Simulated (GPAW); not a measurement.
# Pd (Fm-3m) in GPAW: further runs

Aim: see how the results for Pd move with the level of theory and the settings. Levels: PBE, PBEsol. Tasks: single point, relaxation of cell and atoms.

All numbers are computed with GPAW 26.7.0; they aren't measurements. Logs are shortened: lines on timing, memory, paths and dates and some standing lists are left out, and cuts for length are marked. The log counts tension as positive stress, the text compression.

**1. Starting point**

It takes space group Fm-3m (No. 225, cubic). The conventional cell has a = 3.893 Å, b = 3.893 Å, c = 3.893 Å, α = 90.00°, β = 90.00°, γ = 90.00°. Pd (site symmetry m-3m) is surrounded by 12 Pd at 2.75 Å.

**2. Single point, PBE**

run.py reads:

```python
from ase.dft.bandgap import bandgap
from ase.io import read, write
from ase.units import GPa
from gpaw import GPAW, PW

atoms = read('POSCAR')

calc = GPAW(mode=PW(600),
            xc='PBE',
            kpts={'size': (15, 15, 15), 'gamma': True},
            occupations={'name': 'fermi-dirac', 'width': 0.05},
            nbands=17,
            convergence={'density': 1e-05, 'energy': 1e-05},
            maxiter=80,
            txt='gpaw.txt')
atoms.calc = calc
energy = atoms.get_potential_energy()
forces = atoms.get_forces()
stress = atoms.get_stress()
calc.write('gs.gpw')
write('result.traj', atoms)
print(f'Energy: {energy:.6f} eV')
print('Forces (eV/A):')
print(forces.round(4))
print('Stress (GPa):', (stress / GPa).round(3))
print('Fermi level:', round(calc.get_fermi_level(), 4), 'eV')
print(f'Gap: {bandgap(calc)[0]:.4f} eV, direct: {bandgap(calc, direct=True)[0]:.4f} eV')
```

POSCAR reads:

```
Pd
1.0
    0.0000000000      1.9465000000      1.9465000000
    1.9465000000      0.0000000000      1.9465000000
    1.9465000000      1.9465000000      0.0000000000
Pd
1
Direct
    0.0000000000      0.0000000000      0.0000000000
```

Potentials or basis: GPAW PAW data sets (gpaw-data 1.2.1), pw.

Launch:

```console
$ OMP_NUM_THREADS=1 python run.py
```

gpaw.txt:

```text
__  _  _
 | _ |_)|_||  |
 |__||  | ||/\| - 26.7.0

Input parameters:
  mode=PW(ecut=600.0),
  convergence={'density': 1e-05, 'energy': 1e-05},
  kpts=MonkhorstPack(size=(15, 15, 15), gamma=True),
  maxiter=80,
  nbands=17,
  occupations=Occupations(name='fermi-dirac', width=0.05),
  xc=XC(name='PBE')

Diagonalizing LCAO Hamiltonian
Converting LCAO to pw mode

       Pd

Atoms  # Å, Bohr magnetons
|   | symbol |        x |        y |        z |    initial magnetic moments |
|---|--------|----------|----------|----------|-----------------------------|
| 0 |     Pd | 0.000000 | 0.000000 | 0.000000 | ( 0.0000,  0.0000,  0.0000) |

Unit cell  # Å
| periodic |        x |        y |        z |  lengths |    angles |
|----------|----------|----------|----------|----------|-----------|
|      yes | 0.000000 | 1.946500 | 1.946500 | 2.752767 | 60.000000 |
|      yes | 1.946500 | 0.000000 | 1.946500 | 2.752767 | 60.000000 |
|      yes | 1.946500 | 1.946500 | 0.000000 | 2.752767 | 60.000000 |

Number of symmetries: 48
Symmetry operations  # r_c * U_cc + t_c -> r_c
|    | kind |            matrix            |
|----|------|------------------------------|
|  0 |  σ   |  1, 0, 0,  1, 0,-1,  1,-1, 0 |
|  1 |  C2  |  1, 0, 0,  1,-1, 0,  1, 0,-1 |
|  2 |  E   |  1, 0, 0,  0, 1, 0,  0, 0, 1 |
|  3 |  σ   |  1, 0, 0,  0, 0, 1,  0, 1, 0 |
|  4 |  C4  |  1, 0,-1,  1, 0, 0,  1,-1, 0 |
|  5 |  S6  |  1, 0,-1,  1,-1, 0,  1, 0, 0 |
|  6 |  σ   |  1, 0,-1,  0, 1,-1,  0, 0,-1 |
|  7 |  C3  |  1, 0,-1,  0, 0,-1,  0, 1,-1 |
|  8 |  S6  |  1,-1, 0,  1, 0, 0,  1, 0,-1 |
|  9 |  C4  |  1,-1, 0,  1, 0,-1,  1, 0, 0 |
| 10 |  C3  |  1,-1, 0,  0,-1, 1,  0,-1, 0 |
| 11 |  σ   |  1,-1, 0,  0,-1, 0,  0,-1, 1 |
| 12 |  σ   |  0, 1, 0,  1, 0, 0,  0, 0, 1 |
| 13 |  C4  |  0, 1, 0,  0, 1,-1, -1, 1, 0 |
| 14 |  C3  |  0, 1, 0,  0, 0, 1,  1, 0, 0 |
| 15 |  S6  |  0, 1, 0, -1, 1, 0,  0, 1,-1 |
| 16 |  C2  |  0, 1,-1,  1, 0,-1,  0, 0,-1 |
| 17 |  σ   |  0, 1,-1,  0, 1, 0, -1, 1, 0 |
| 18 |  S4  |  0, 1,-1,  0, 0,-1,  1, 0,-1 |
| 19 |  C4  |  0, 1,-1, -1, 1, 0,  0, 1, 0 |
| 20 |  C3  |  0, 0, 1,  1, 0, 0,  0, 1, 0 |
| 21 |  σ   |  0, 0, 1,  0, 1, 0,  1, 0, 0 |
| 22 |  S6  |  0, 0, 1,  0,-1, 1, -1, 0, 1 |
| 23 |  C4  |  0, 0, 1, -1, 0, 1,  0,-1, 1 |
| 24 |  S4  |  0, 0,-1,  1, 0,-1,  0, 1,-1 |
| 25 |  C3  |  0, 0,-1,  0, 1,-1,  1, 0,-1 |
| 26 |  C2  |  0, 0,-1,  0,-1, 0, -1, 0, 0 |
| 27 |  S6  |  0, 0,-1, -1, 0, 0,  0,-1, 0 |
| 28 |  S4  |  0,-1, 1,  1,-1, 0,  0,-1, 0 |
| 29 |  C4  |  0,-1, 1,  0, 0, 1, -1, 0, 1 |
| 30 |  C2  |  0,-1, 1,  0,-1, 0,  1,-1, 0 |
| 31 |  σ   |  0,-1, 1, -1, 0, 1,  0, 0, 1 |
| 32 |  C3  |  0,-1, 0,  1,-1, 0,  0,-1, 1 |
| 33 |  S6  |  0,-1, 0,  0, 0,-1, -1, 0, 0 |
| 34 |  S4  |  0,-1, 0,  0,-1, 1,  1,-1, 0 |
| 35 |  C2  |  0,-1, 0, -1, 0, 0,  0, 0,-1 |
| 36 |  C2  | -1, 1, 0,  0, 1, 0,  0, 1,-1 |
| 37 |  S6  | -1, 1, 0,  0, 1,-1,  0, 1, 0 |
| 38 |  S4  | -1, 1, 0, -1, 0, 1, -1, 0, 0 |
| 39 |  C3  | -1, 1, 0, -1, 0, 0, -1, 0, 1 |
| 40 |  S6  | -1, 0, 1,  0, 0, 1,  0,-1, 1 |
| 41 |  C2  | -1, 0, 1,  0,-1, 1,  0, 0, 1 |
| 42 |  C3  | -1, 0, 1, -1, 1, 0, -1, 0, 0 |
| 43 |  S4  | -1, 0, 1, -1, 0, 0, -1, 1, 0 |
| 44 |  C2  | -1, 0, 0,  0, 0,-1,  0,-1, 0 |
| 45 |  i   | -1, 0, 0,  0,-1, 0,  0, 0,-1 |
| 46 |  σ   | -1, 0, 0, -1, 1, 0, -1, 0, 1 |
| 47 |  C2  | -1, 0, 0, -1, 0, 1, -1, 1, 0 |

BZ-sampling:
  Number of BZ points: 3375
  Number of IBZ points: 120

  Monkhorst-Pack size: [15, 15, 15]
  Monkhorst-Pack shift: [0, 0, 0]

K-points  # in reciprocal-cell coordinates
|     |                                coordinates |     weight |
|-----|--------------------------------------------|------------|
|   0 | (  0.00000000,   0.00000000,   0.00000000) | 0.00029630 |
|   1 | (  0.06666667,   0.06666667,   0.00000000) | 0.00177778 |
|   2 | (  0.06666667,   0.06666667,   0.06666667) | 0.00237037 |
|   3 | (  0.13333333,   0.06666667,   0.06666667) | 0.00355556 |
|   4 | (  0.13333333,   0.13333333,   0.00000000) | 0.00177778 |
|   5 | (  0.13333333,   0.13333333,   0.06666667) | 0.00711111 |
|   6 | (  0.13333333,   0.13333333,   0.13333333) | 0.00237037 |
|   7 | (  0.20000000,   0.13333333,   0.06666667) | 0.00711111 |
|   8 | (  0.20000000,   0.13333333,   0.13333333) | 0.00711111 |
|   9 | (  0.20000000,   0.20000000,   0.00000000) | 0.00177778 |
| ... |                                            |            |
| 119 | (  0.46666667,   0.46666667,   0.46666667) | 0.00237037 |

Plane wave coefficients: 531
Cutoff: 600.0 eV

Spin-components: 1 (collinear spins)
Bands:           17
Projectors:      6
Spin-degeneracy: 2
Datatype:        complex128

Parallelization:
  kpt:    1
  domain: 1
  band:   1

Density:
  Valence electrons: 16.0
  Components: 1
  Grid points: [16 16 16]
  Charge: 0.0  # |e|

Potential:
  Grid points: [16 16 16]

species:
  Pd:
    name:    Palladium
    Z:       46.0
    valence: 16
    core:    30
    charge:  0.0  # [|e|]
    compensation charges:
      type: gauss
      rc: 0.38  # [Å]
      lmax: 2
    cutoffs:
      filter: 2.38  # [Å]
      core: 2.28  # [Å]
    projectors
    | kind |    occ | energy [eV] | rcut [Å] |
    |------|--------|-------------|----------|
    |   5s |  0.000 |      -3.315 |    1.228 |
    |   4p |  6.000 |     -51.209 |    1.360 |
    |   5p |  0.000 |      -0.314 |    1.360 |
    |   4d | 10.000 |      -4.047 |    1.228 |
    |    s |        |      23.896 |    1.228 |
    |    d |        |      23.165 |    1.228 |

    Using partial waves for Pd as LCAO basis

Reference energy: -137227.490718  # eV

eigensolver:
  PPCG
  Converge bands: occupied
  niter=2

density mixing:
  MSR1-Mixer
  Pratt-step length: 0.05
  Maximum mixing coefficient: 0.75
  Old densities: 10
  SVD Regularization: 0.005
  Good broyden scale: 1.0
  Trust region scale: 1.0
  Backstep threshold: 4.0
  History deletion threshold: 6.0
  Fourier metric: weight=20.0, sigma=0.015

occupation numbers:
  Fermi-Dirac:
    width: 0.0500  # eV

poisson solver:
  ecut: 4800.0  # eV

xc functional:
  name: PBE with 2 nearest neighbor stencil

convergence criteria:
- Maximum integral of absolute [dens]ity change: 1e-05 electrons / valence electron
- Maximum [total energy] change in last 3 cyles: 1e-05 eV / valence electron
- Maximum integral of absolute [eigenst]ate change: 4e-08 eV^2 / valence electron
maximum number of iterations: 80

SCF iterations
|iter     | |      energy | eigst |  dens |
|---------|-|-------------|-------|-------|
|iter:   1| |   -4.843401 | -0.14 |       |
|iter:   2| |   -4.606784 | -2.59 | -0.98 |
|iter:   3| |   -3.884821 | -1.46 | -1.04 |
|iter:   4| |   -3.876218 | -3.36 | -2.02 |
|iter:   5| |   -3.873342 | -3.61 | -2.18 |
|iter:   6| |   -3.873346 | -6.46 | -3.64 |
|iter:   7| |   -3.873347c| -7.27 | -4.03 |
|iter:   8| |   -3.873348c| -8.65c| -5.20c|

Converged in 8 steps
Energy contributions relative to reference atoms: (reference = -137227.490718)

Energy contributions:
  Kinetic:          -1.692841
  Coulomb:          -2.735811
  Zero:             -0.153287
  External:          0.000000
  Xc:                0.717224
  Entropy:          -0.017267
  Spinorbit:         0.000000
  ----------------------------
  Free energy:      -3.881981
  Extrapolated:     -3.873348

dipole moment: (-11.554649, -11.554649, -11.554649)  # |e|*Ang

Fermi level: 9.489
Eigenvalues  # (at kpt = [0.000, 0.000, 0.000])
| band index |      eig [eV] | occ [0-2] |
|------------|---------------|-----------|
|          0 |       -40.179 |     2.000 |
|          1 |       -40.179 |     2.000 |
|          2 |       -40.179 |     2.000 |
|          3 |         2.359 |     2.000 |
|          4 |         6.656 |     2.000 |
|          5 |         6.656 |     2.000 |
|          6 |         6.656 |     2.000 |
|          7 |         8.263 |     2.000 |
|          8 |         8.263 |     2.000 |
|          9 |        26.959 |     0.000 |
|         10 |        31.989 |     0.000 |
|         11 |        31.989 |     0.000 |
|         12 |        31.989 |     0.000 |
|         13 |        36.611 |     0.000 |
|         14 |        39.722 |     0.000 |
|         15 |        39.722 |     0.000 |
|         16 |        39.722 |     0.000 |

No gap
No difference between direct/indirect transitions

Forces  # eV/Ang
|       x |       y |       z |
|---------|---------|---------|
| 0.00000 | 0.00000 | 0.00000 |  # Pd   0

Stress tensor  # eV/Ang^3
|         x |         y |         z |
|-----------|-----------|-----------|
| -0.043350 |  0.000000 |  0.000000 |
|  0.000000 | -0.043350 | -0.000000 |
|  0.000000 | -0.000000 | -0.043350 |

# Writing to gs.gpw (mode='')
```

Run time: 14 s. Hardware: 1 thread of Intel Xeon Platinum 8488C (Sapphire Rapids), shared host; peak memory 0.15 GiB.

Results:

```yaml
Free_energy: -3.8820 eV
Pressure: 6.9 GPa
Band_gap_on_the_k_mesh: none (metal or under the smearing width)
```

(Part 1 of 2 ends here.)
